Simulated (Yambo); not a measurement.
# BP (F-43m) in Yambo: further runs

One crystal, BP, is run at these levels: PBEsol; tasks: optical spectrum by the Bethe-Salpeter equation.

Everything below comes from runs of Yambo 5.3.0. Logs are shortened: lines on timing, memory, paths and dates and some standing lists are left out, and cuts for length are marked.

### Step 1. Starting point

Symmetry: F-43m, No. 216, cubic system. Conventional cell: a = 4.538 Å, b = 4.538 Å, c = 4.538 Å, α = 90.00°, β = 90.00°, γ = 90.00°. P (site symmetry -43m) is surrounded by 4 B at 1.97 Å. B (site symmetry -43m) is surrounded by 4 P at 1.97 Å.

### Step 2. Optical spectrum by the Bethe-Salpeter equation, PBEsol

The input, bse4.in:

```
optics
bse
bss
rim_cut
RandQpts= 1000000
RandGvec= 50 RL
BSKmod= "HARTREE"
BSEmod= "retarded"
BSSmod= "h"
% BSEQptR
 1 | 1 |
%
% BSEBands
 2 | 7 |
%
BSENGexx= 20 Ry
% BEnRange
 0 | 20 | eV
%
% BDmRange
 0.1 | 0.1 | eV
%
BEnSteps= 200
% BLongDir
 1 | 0 | 0 |
%
BSEprop= "abs"
BSHayTrs= -0.02
```

The input, scf.in:

```
&CONTROL
  calculation = 'scf'
  prefix = 'pwscf'
  outdir = './tmp'
  pseudo_dir = './pseudo'
/
&SYSTEM
  ibrav = 0
  nat = 2
  ntyp = 2
  ecutwfc = 76
  nbnd = 9
  occupations = 'smearing'
  smearing = 'fd'
  degauss = 0.00367493
  force_symmorphic = .true.
/
&ELECTRONS
  conv_thr = 4d-10
  electron_maxstep = 120
  mixing_beta = 0.5
/
ATOMIC_SPECIES
P     30.9738 P.upf
B     10.8100 B.upf
CELL_PARAMETERS angstrom
   0.0000000000    2.2690000000    2.2690000000
   2.2690000000    0.0000000000    2.2690000000
   2.2690000000    2.2690000000    0.0000000000
ATOMIC_POSITIONS crystal
P      0.7500000000    0.7500000000    0.7500000000
B      0.0000000000    0.0000000000    0.0000000000
K_POINTS automatic
12 12 12 0 0 0
```

The input, nscf.in:

```
&CONTROL
  calculation = 'nscf'
  prefix = 'pwscf'
  outdir = './tmp'
  pseudo_dir = './pseudo'
/
&SYSTEM
  ibrav = 0
  nat = 2
  ntyp = 2
  ecutwfc = 76
  nbnd = 34
  occupations = 'fixed'
  force_symmorphic = .true.
/
&ELECTRONS
  conv_thr = 1d-08
  diago_full_acc = .true.
  diago_thr_init = 1d-06
/
ATOMIC_SPECIES
P     30.9738 P.upf
B     10.8100 B.upf
CELL_PARAMETERS angstrom
   0.0000000000    2.2690000000    2.2690000000
   2.2690000000    0.0000000000    2.2690000000
   2.2690000000    2.2690000000    0.0000000000
ATOMIC_POSITIONS crystal
P      0.7500000000    0.7500000000    0.7500000000
B      0.0000000000    0.0000000000    0.0000000000
K_POINTS automatic
12 12 12 0 0 0
```

Potentials or basis: PseudoDojo 0.4.1 SR PBEsol standard.

Started as:

```
$ OMP_NUM_THREADS=1 pw.x -in scf.in > scf.out
$ OMP_NUM_THREADS=1 pw.x -in nscf.in > nscf.out
$ cd tmp/pwscf.save; p2y; mv SAVE ../..; cd ../..
$ OMP_NUM_THREADS=1 yambo
$ OMP_NUM_THREADS=1 yambo -F bse4.in -J bse4 -C bse4_out
```

Yambo's report:

```text
[... sections 02.01 to 02.04 as in the set-up run ...]

  [02.05] Energies & Occupations
  ==============================

  [X] === General ===
  [X] Electronic Temperature                        :  0.000000  0.000000 [eV K]
  [X] Bosonic    Temperature                        :  0.000000  0.000000 [eV K]
  [X] Finite Temperature mode                       : no
  [X] El. density                                   :  0.34242E+24 [cm-3]
  [X] Fermi Level                                   :  9.205411 [eV]

  [X] === Gaps and Widths ===
  [X] Conduction Band Min                           :  1.132597 [eV]
  [X] Valence Band Max                              :  0.000000 [eV]
  [X] Filled Bands                                  :   4
  [X] Empty Bands                                   :    5   34
  [X] Direct Gap                                    :  3.360068 [eV]
  [X] Direct Gap localized at k                     :  1
  [X] Indirect Gap                                  :  1.132597 [eV]
  [X] Indirect Gap between kpts                     :    1   40
  [X] Last valence band width                       :  5.533566 [eV]
  [X] 1st conduction band width                     :  4.103015 [eV]

 [03] Transferred momenta grid and indexing
 ==========================================

 IBZ Q-points                                      :   72
 BZ  Q-points                                      :  1728

 K/Q-points units:
 rlu = crystal or reduced units; cc = cartesian coordinates; iku = interal k-units

 Q [ 1]         [rlu]:  0.000000  0.000000  0.000000
 Q [ 2]         [rlu]: -0.26669E-17 -0.26669E-17  0.83333E-01
 Q [ 3]         [rlu]: -0.53337E-17 -0.53337E-17  0.16667
 Q [ 4]         [rlu]: -0.10617E-17 -0.10617E-17  0.25000
 Q [ 5]         [rlu]: -0.10667E-16 -0.10667E-16  0.33333
 Q [ 6]         [rlu]: -0.11459E-16 -0.11459E-16  0.41667
 Q [ 7]         [rlu]:  0.21235E-17  0.21235E-17 -0.50000
 Q [ 8]         [rlu]: -0.77522E-17  0.83333E-01  0.83333E-01
 Q [ 9]         [rlu]: -0.26669E-17  0.83333E-01  0.16667
 Q [10]         [rlu]: -0.53337E-17  0.83333E-01  0.25000
 Q [11]         [rlu]: -0.10617E-17  0.83333E-01  0.33333
 Q [12]         [rlu]: -0.18530E-17  0.83333E-01  0.41667
 Q [13]         [rlu]: -0.88348E-17  0.83333E-01  0.50000
 Q [14]         [rlu]:  0.96260E-17  0.83333E-01 -0.41667
 Q [15]         [rlu]:  0.51965E-16  0.83333E-01 -0.33333
[... 33 lines left out ...]
 Q [49]         [rlu]:  0.083333  0.250000  0.333333
 Q [50]         [rlu]:  0.083333  0.250000  0.416667

 Remaining 22 points informations can be written running with -fatlog

 [04] Coloumb potential Random Integration (RIM)
 ===============================================

  [04.01] RIM initialization
  ==========================

  * Diagonal components only detected *

  8 x (sBL volume)        :  0.007284 [a.u.]
  sBZ random points       :  1000000
  Points outside the sBZ  :   7987327
  RL volume               :  1.573293 [a.u.]
  Integrated volume       :  1.575789 [a.u.]

  [04.02] RIM integrals
  =====================

  Gamma point sphere radius             :  0.035162 [a.u.]
  Points outside the sphere             :   799513
  [Int_sBZ(q=0) 1/q^2]*(Vol_sBZ)^(-1/3) =:  7.764325
                                 should be <:  7.795600
  [WR./bse4//ndb.RIM]-------------------------------------------------------------
   Brillouin Zone Q/K grids (IBZ/BZ)                :    72  1728    72  1728
   Coulomb cutoff potential                         : none
   Coulombian RL components                         :   51
   Coulombian diagonal components                   : yes
   RIM random points                                :  1000000
   RIM  RL volume             [a.u.]                :  1.575789
   Real RL volume             [a.u.]                :  1.573293
   Eps^-1 reference component                       : 0
   Eps^-1 components                                :  0.000000  0.000000  0.000000
   RIM anysotropy factor                            :  0.000000

  Summary of Coulomb integrals for non-metallic bands |Q|[au] RIM/Bare

  Q [1] 0.100000E-4 0.995988 * Q [2] 0.105754 1.066317
  Q [8] 0.122114 1.065091 * Q [18] 0.172695 1.027759
  Q [9] 0.202503 1.020584 * Q [3] 0.211508 1.018057
  Q [19] 0.244228 1.014848 * Q [17] 0.266141 1.012319
  Q [44] 0.273055 1.011790 * Q [10] 0.299117 1.009930
  Q [20] 0.317261 1.009176 * Q [4] 0.317261 1.008883
[... 28 lines left out ...]
  Q [42] 0.752761 1.002909 * Q [71] 0.772316 1.002792
  Q [63] 0.781911 1.002854 * Q [72] 0.819165 1.002651

 [WARNING] [BS] User bands 2-7 break level degeneracy

 [05] Dipoles
 ============

  [05.01] Setup: observables and procedures
  =========================================

  [WF-Oscillators/G space/Transverse up loader] Normalization (few states)  min/max  :  0.22191E-15   1.0000

  [WR./bse4//ndb.dipoles]---------------------------------------------------------
   Brillouin Zone Q/K grids (IBZ/BZ)                :    72  1728    72  1728
   RL vectors                                       :  2421 [WF]
   Fragmentation                                    : yes
   Electronic Temperature                           :  0.000000 [K]
   Bosonic    Temperature                           :  0.000000 [K]
   DIP band range                                   :   2   7
   DIP band range limits                            :   4   5
   DIP e/h energy range                             : -1.000000 -1.000000 [eV]
   RL vectors in the sum                            :  2421
   [r,Vnl] included                                 : yes
   Bands ordered                                    : yes
   Direct v evaluation                              : no
   Approach used                                    : G-space v
   Dipoles computed                                 : R V P [G-space]
   Wavefunctions                                    : Perdew, Burke & Ernzerhof SOL(X)+Perdew, Burke & Ernzerhof SOL(C)

  [WARNING] [r,Vnl^pseudo] included in position and velocity dipoles.

  [WARNING] In case H contains other non local terms, these are neglected

 [06] Bethe Salpeter Equation driver
 ===================================

  [06.01] Bethe Salpeter Equation @q1
  ===================================

   [06.01.01] Transition pre-analysis @q1
   ======================================

   [06.01.02] Transition Groups build-up @q1
   =========================================

   [BSK] Transition groups (total):   72
   [BSK] Size (resonant):  15552
   [BSK]         (total):  15552
   [BSK] N. of matrices :  1

   [06.01.03] Loading Dipoles @q1
   ==============================

   [06.01.04] Independent Particles properties @q1
   ===============================================

   [06.01.05] BSE Kernel @q1 (Resonant EXCHANGE)
   =============================================

   [BSE] Exchange components :  283

   [06.01.06] Main kernel loop
   ===========================

   [WR./bse4//ndb.BS_Q1_CPU_0]-----------------------------------------------------
    Brillouin Zone Q/K grids (IBZ/BZ)                :    72  1728    72  1728
    RL vectors                                       :  2421 [WF]
    Coulomb cutoff potential                         : none
    Parallel CPUs
    Parallel Roles
    Fragmentation                                    : no
    BS kernel          wavefunctions                 : Perdew, Burke & Ernzerhof SOL(X)+Perdew, Burke & Ernzerhof SOL(C)
    Static diel. fun.  energies                      : Perdew, Burke & Ernzerhof SOL(X)+Perdew, Burke & Ernzerhof SOL(C)
    wavefunctions                                    : Perdew, Burke & Ernzerhof SOL(X)+Perdew, Burke & Ernzerhof SOL(C)
    [K] Identifier                                   :   8794
    [K] Dimension                                    :  15552
    [K] Bands                                        :   2   7
    [K] Exchange                                     : yes [res]
    [K] Correlation                                  : no [res]
    [K] Kernel`s coupling                            : no
    [K] Exchange                                     : no [cpl]
    [K] Correlation                                  : no [cpl]
    [K] W interaction is bare                        : no
    [K] ALDA kernel in R-space                       : no
    [K] RL vectors                                   :  283 [exchange]
    [K] E/h energy range                             : -1.000000 -1.000000 [eV]
    [K] Coupling range                               :  100.0000  100.0000 [o/o]
    [K] Kernel long-range exchange                   : BAR

  [06.02] BSE solver(s) @q1
  =========================

  [06.03] Haydock Solver in the optics basis @q1 using the hermitian scheme
  =========================================================================

  Accuracy (requested)      : -0.020000 [o/o]
  Accuracy (reached)        :  0.019217 [o/o]
  Iterations                :  148
```

It took 4.5 min on 1 thread of Arm Neoverse V2, shared host; peak memory 2.3 GiB.

Results:

```yaml
Band_gap_on_the_k_mesh_mean-field_level: 1.13 eV, indirect (least direct gap 3.36 eV)
Absorption_peak: 5.73 eV
```

Dielectric function (along the field direction of the input):
| energy (eV) | real part | imaginary part |
| --- | --- | --- |
| 0.30 | 8.89 | 0.01 |
| 1.31 | 9.29 | 0.07 |
| 2.31 | 10.42 | 0.17 |
| 3.32 | 13.73 | 1.35 |
| 4.42 | 16.15 | 4.99 |
| 5.43 | 22.76 | 20.16 |
| 6.43 | 4.17 | 16.49 |
| 7.54 | -9.14 | 11.95 |
| 8.54 | -5.41 | 3.95 |
| 9.55 | -4.27 | 5.46 |
| 10.65 | -4.63 | 2.01 |
| 11.66 | -2.95 | 1.58 |
| 12.66 | -2.34 | 0.90 |
| 13.77 | -1.75 | 0.43 |
| 14.77 | -1.55 | 0.28 |
| 15.78 | -1.09 | 0.12 |
| 16.88 | -0.71 | 0.06 |
| 17.89 | -0.45 | 0.04 |
| 18.89 | -0.23 | 0.02 |
| 20.00 | -0.07 | 0.02 |

Caveat: the mesh is thin for optics, so peaks and dielectric constants aren't converged.

[end of part 1 of 2]
